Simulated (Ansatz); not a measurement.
The structure comes from a relaxation in the same program, started in the rocksalt type, and has space group Fm-3m. Whether it is a known phase or the ground state wasn't checked.

An input for SrTe: DFT, PBE, all-electron LAPW, scalar-relativistic (Ansatz 0.2.0).

Command: `ansatz run input.yaml --threads 1 --pin off --max-ram 2048MiB --backend cpu --events-out ev --progress --plain --runs-dir out` The run took about 43 s on 1 thread of a shared machine.

```yaml
crystal:
  lattice:
    - [0.0, 3.3591786648, 3.3591786648]
    - [3.3591786648, 0.0, 3.3591786648]
    - [3.3591786648, 3.3591786648, 0.0]
  atoms:
    - { symbol: Sr, position: [0.0, 0.0, 0.0] }
    - { symbol: Te, position: [0.5, 0.5, 0.5] }
kpoints:
  mp_grid: { grid: [11, 11, 11] }
  band_path:
    path:
      - [0.0, 0.0, 0.0]
      - [0.5, 0.0, 0.5]
      - [0.625, 0.25, 0.625]
      - [0.375, 0.375, 0.75]
      - [0.0, 0.0, 0.0]
      - [0.5, 0.5, 0.5]
      - [0.5, 0.25, 0.75]
      - [0.5, 0.0, 0.5]
    npoints: 14
scf:
  occupations: { method: fermi_dirac, width: 0.03 }
hamiltonian:
  xc: pbe
  pseudopotentials: { kind: all_electron, lapw: { basis_error: 0.00025 } }
output:
  forces: true
  stress: true
  eigenvalues: true
  populations: true
  dos: { projected: true, de: 0.2, e_range: [-14, 8] }
```

Set-up and iterations as logged by Ansatz (the results part is left out, to be predicted):

```
Sr: projections on atomic orbitals take those of the free atom 1s2 2s2 2p6 3s2 3p6 3d10 4s2 4p6 5s2, of charge +0.00 (hamiltonian.pseudopotentials.projection_atoms)
Te: projections on atomic orbitals take those of the free atom 1s2 2s2 2p6 3s2 3p6 3d10 4s2 4p6 4d10 5s2 5p4, of charge +0.00 (hamiltonian.pseudopotentials.projection_atoms)
LAPW: plane waves up to 6.554 Å⁻¹, error target 2.5e-4 eV per atom; small_component_spin mean_spin; Sr in spheres of 1.632 Å, 26 of its electrons in bands, Dirac shells []; Te in spheres of 1.727 Å, 24 of its electrons in bands, Dirac shells []
Engine: ansatz 0.2.0
Pseudopotentials: kind: all_electron
Pseudopotential: Sr, LAPW, valence charge 26, Koelling and Harmon's equation, gaussian nucleus
Pseudopotential: Te, LAPW, valence charge 24, Koelling and Harmon's equation, gaussian nucleus
Functional definition: PBE
  parameter kappa = 0.804
  parameter beta = 0.06672455060314922
  exchange = pbe_x(kappa = kappa, mu = beta*pi^2/3)
  correlation = pbe_c(beta = beta)
Crystal: 2 atoms, lattice volume = 75.810 Å³
Basis set: ecut = 163.65904237824938 eV, 339 PW (Γ), exchange–correlation at level 2
Bands: 30, of which v1, the nominal top of the filled ones, is band 25 counted from 1 (24 counted from 0)
Symmetry: 48 space group operations
Space group: Fm-3m (ITA 225), of the structure as read, at distance tolerance 4.2e-5 Å
k-points: 56 of 1331
Non-local potential: Sr, projectors of the file, none
Non-local potential: Te, projectors of the file, none
Initial density: superposition of atomic densities (chi_scale 0.1, normalization cell, long waves kept (reshape's long-wave potential 0.00 eV rms))
Initial wavefunctions: plane waves of lowest kinetic energy (no species holds an atomic orbital)
Functional: x = pbe(κ = 0.804, μ = 0.2195149727645171), c = pbe(β = 0.06672455060314922)
iter 1 solved again at ethr=8.96e-4 eV; its pass at ethr=1.00e-1 eV (dr2=4.48e-1 eV) is discarded
SCF iter   1: F=—  HF=-271407.048600 eV  |F-HF|=—  |Δ(HF+E_count)|=         —  Δρ=1.52e-2  dr2=4.48e-1  ethr=8.96e-4  ⟨swp⟩=2.5  Hψ=9985  notcnv=0
iter 2 solved again at ethr=4.65e-5 eV; its pass at ethr=8.96e-4 eV (dr2=2.32e-2 eV) is discarded
SCF iter   2: F=—  HF=-271406.957667 eV  |F-HF|=—  |Δ(HF+E_count)|=   9.09e-2  Δρ=4.11e-3  dr2=2.32e-2  ethr=4.65e-5  ⟨swp⟩=2.0  Hψ=8787  notcnv=0
SCF iter   3: F=—  HF=-271406.967095 eV  |F-HF|=—  |Δ(HF+E_count)|=         —  Δρ=2.26e-3  dr2=8.68e-3  ethr=4.64e-5  ⟨swp⟩=2.0  Hψ=5376  notcnv=0
the basis was enlarged: its passes take 607.5 KiB over the memory plan, 1 of 1 planned eigensolver slots
SCF iter   4: F=—  HF=-271406.970592 eV  |F-HF|=—  |Δ(HF+E_count)|=   3.50e-3  Δρ=3.65e-4  dr2=1.63e-4  ethr=1.74e-5  ⟨swp⟩=2.0  Hψ=5324  notcnv=0
SCF iter   5: F=—  HF=-271406.970875 eV  |F-HF|=—  |Δ(HF+E_count)|=   2.84e-4  Δρ=4.27e-5  dr2=1.53e-6  ethr=3.25e-7  ⟨swp⟩=3.0  Hψ=5262  notcnv=0
SCF iter   6: F=—  HF=-271406.970884 eV  |F-HF|=—  |Δ(HF+E_count)|=   8.53e-6  Δρ=6.20e-6  dr2=2.00e-8  ethr=3.07e-9  ⟨swp⟩=3.0  Hψ=5486  notcnv=0
SCF iter   7: F=-271406.970884 eV  HF=-271406.970884 eV  |F-HF|=5.82e-10  |Δ(HF+E_count)|=   1.06e-7  Δρ=1.54e-6  dr2=1.77e-9  ethr=4.00e-11  ⟨swp⟩=3.0  Hψ=5362  notcnv=0
```

Q: What pressure will this run report?

A: 0.00 GPa (positive in compression).

Q: Is there a band gap?

A: 1.78 eV, indirect from Γ to X (0.5, 0, 0.5).
